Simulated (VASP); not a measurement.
BN, a slab with vacuum:

```xyz
6
Lattice="2.5073 0.0000 0.0000 -1.2536 2.1714 0.0000 0.0000 0.0000 24.6357" Properties=species:S:1:pos:R:3 pbc="T T T"
B     1.2536    0.7238    9.0006
B     0.0000    1.4476   12.3178
B     1.2536    0.7238   15.6351
N     0.0000    1.4476    8.9989
N     1.2536    0.7238   12.3178
N     0.0000    1.4476   15.6368
```

Base run:

```yaml
Program: VASP 6.6.1
Functional: PBE
Dispersion: D3(BJ)
Potentials_or_basis: VASP PAW PBE potentials, release 64 (B, N)
Cutoff: 520 eV
k_mesh: 9 × 9 × 1
Occupations: gaussian, width 0.03 eV
Spin: no spin polarisation
```

Its results: band gap on the k mesh 4.45 eV, indirect (least direct gap 4.65 eV); largest force 0.004 eV/Å.

The run is repeated on the same cell with these changes: k mesh from 9 × 9 × 1 to 15 × 15 × 1. What comes out?

Band gap on the k mesh 4.39 eV, indirect (least direct gap 4.65 eV); largest force 0.004 eV/Å.

A k mesh can miss the band edges.
